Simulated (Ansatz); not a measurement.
**CsSnI3 in Ansatz: convergence with k mesh**

Crystal: CsSnI3.

```xyz
5
Lattice="6.2057 0.0000 0.0000 0.0000 6.2057 0.0000 0.0000 0.0000 6.2057" Properties=species:S:1:pos:R:3 pbc="T T T"
Cs    0.0000    0.0000    0.0000
I     3.1029    3.1029    0.0000
I     3.1029    0.0000    3.1029
I     0.0000    3.1029    3.1029
Sn    3.1029    3.1029    3.1029
```

```yaml
Program: Ansatz 0.2.0
Task: convergence study
Functional: r2SCAN
Potentials_or_basis: Ansatz PAW
Cutoff: "500 eV (not typed: the program's choice for these potentials)"
k_mesh: 2 × 2 × 2
Occupations: cold, width 0.05 eV
Spin: no spin polarisation
```

These are the settings of the first run; the series varies k mesh, with any setting tied to it.

Hardware: 2 threads of Arm Neoverse V2, on a shared host.

Question: The values tried are 2 × 2 × 2, 3 × 3 × 3, 4 × 4 × 4, 5 × 5 × 5, 6 × 6 × 6, 7 × 7 × 7, loosest first. From which on does the pressure stay within 0.1 GPa of the tightest run that finished?

Answer: From 5 × 5 × 5 on.

| k mesh | energy less the tightest run, at zero smearing (meV/atom) | pressure (GPa) | gap on the mesh (eV) | SCF cycles | CPU time (s) | peak memory (GiB) |
| --- | --- | --- | --- | --- | --- | --- |
| 2 × 2 × 2 | 190.38 | 1.66 | 0.430 | 7 | 7.4 | 0.95 |
| 3 × 3 × 3 | -37.31 | -0.23 | 3.273 | 6 | 7.2 | 0.95 |
| 4 × 4 × 4 | 15.83 | 0.33 | 0.422 | 6 | 13 | 0.99 |
| 5 × 5 × 5 | -4.03 | 0.04 | 1.874 | 6 | 13 | 0.99 |
| 6 × 6 × 6 | 3.25 | 0.16 | 0.420 | 6 | 23 | 1.1 |
| 7 × 7 × 7 | 0.00 | 0.09 | 1.329 | 6 | 22 | 1.1 |

Not settled before the last step: the energy (to 1 meV/atom), the gap on the mesh (to 0.01 eV). Meshes of other sizes hit other points, so gaps and Fermi surfaces needn't settle smoothly. The tightest run that finished is the yardstick and may itself not be fully converged.

Caveat, for the tightest run too: odd divisions of the mesh miss points on the zone boundary, where band edges often lie, so the gap on the mesh can be too wide; spin-orbit coupling is left out, which moves the levels of the heavy elements; the cell was measured hot, at 500 K; the PAW data sets come from PBE, with cores solved anew for the run's functional, which leaves a small shift of forces and pressure.
